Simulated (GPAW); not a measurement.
Crystal: Ti3Al.

```xyz
4
Lattice="0.0000 3.2318 3.2318 3.2318 0.0000 3.2318 3.2318 3.2318 0.0000" Properties=species:S:1:pos:R:3 pbc="T T T"
Ti    0.0000    0.0000    0.0000
Ti    1.6159    1.6159    1.6159
Ti    4.8477    4.8477    4.8477
Al    3.2318    3.2318    3.2318
```

The cell comes from a database or a generator and needn't be the stable form of this composition.

Base run:

```yaml
Program: GPAW 26.7.0
Functional: PBEsol
Potentials_or_basis: PAW data sets generated in the run's folder for this functional
Cutoff: 600 eV
Basis: pw
k_mesh: 7 × 7 × 7
Occupations: fermi-dirac, width 0.05 eV
Spin: no spin polarisation
```

Its results: pressure -5.1 GPa.

Problem. The run is repeated on the same cell with these changes: functional from PBEsol to LDA; potentials or basis from PAW data sets generated in the run's folder for this functional to the program's PAW data sets (release 1.2.1) made for this functional. What comes out?

Solution. Pressure -8.9 GPa.
